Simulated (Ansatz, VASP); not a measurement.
Ag in VASP and in Ansatz

INCAR

```
SYSTEM = Ag
  ALGO = Normal
  EDIFF = 1E-6
  ENCUT = 520
  ISIF = 2
  ISMEAR = -1
  LASPH = .TRUE.
  LCHARG = .FALSE.
  LREAL = .FALSE.
  LWAVE = .FALSE.
  NBANDS = 12
  NELM = 60
  PREC = Accurate
  SIGMA = 0.1
```

Contents of KPOINTS:

```
k-points
0
G
  16 16 16
  0 0 0
```

The input POSCAR:

```
Ag
1.0
   -1.5697879335      1.5697879335      1.5697879335
    1.5697879335     -1.5697879335      1.5697879335
    1.5697879335      1.5697879335     -1.5697879335
Ag
1
Direct
    0.0000000000      0.0000000000      0.0000000000
```

Input for Ansatz:

```yaml
crystal:
  lattice:
    - [-1.5697879335, 1.5697879335, 1.5697879335]
    - [1.5697879335, -1.5697879335, 1.5697879335]
    - [1.5697879335, 1.5697879335, -1.5697879335]
  atoms:
    - { symbol: Ag, position: [0.0, 0.0, 0.0] }
hamiltonian:
  xc: lda
  pseudopotentials:
    kind: paw
    azcp:
      Ag: "pseudopotentials/Ag.paw.azcp"
basis:
  ecutwfc: 420
  fft_grid_basis: typed
kpoints:
  mp_grid: { grid: [16, 16, 16], shift: [0, 0, 0] }
magnetization:
  spin_polarized: false
scf:
  occupations: { method: fermi_dirac, width: 0.1 }
  lower_state_search: "off"
output:
  stress: true
  write_density: true
  write_potential: true
  elf: true
  volumetric_format: npy
```

Alike in both runs: task single point; functional LDA; k mesh 16 × 16 × 16; occupations fermi-dirac, width 0.1 eV; no spin polarisation.

|  | VASP | Ansatz |
| --- | --- | --- |
| version | VASP 6.6.1 | Ansatz 0.2.0 |
| potentials or method | VASP PAW LDA potentials, release 64 (Ag) | plane waves (420 eV) with PAW, scalar-relativistic |
| plane-wave cutoff (eV) | 520 | 420 |
| valence electrons in the cell | 11 | 19 |

VASP gave:

```
pressure (GPa) : 6.3
```

Task: Estimate Ansatz's values.

Result: Pressure (GPa): 6.1.

The two sets of potentials don't hold the same shells in valence. Ansatz warned: «pseudo_functional_mismatch».
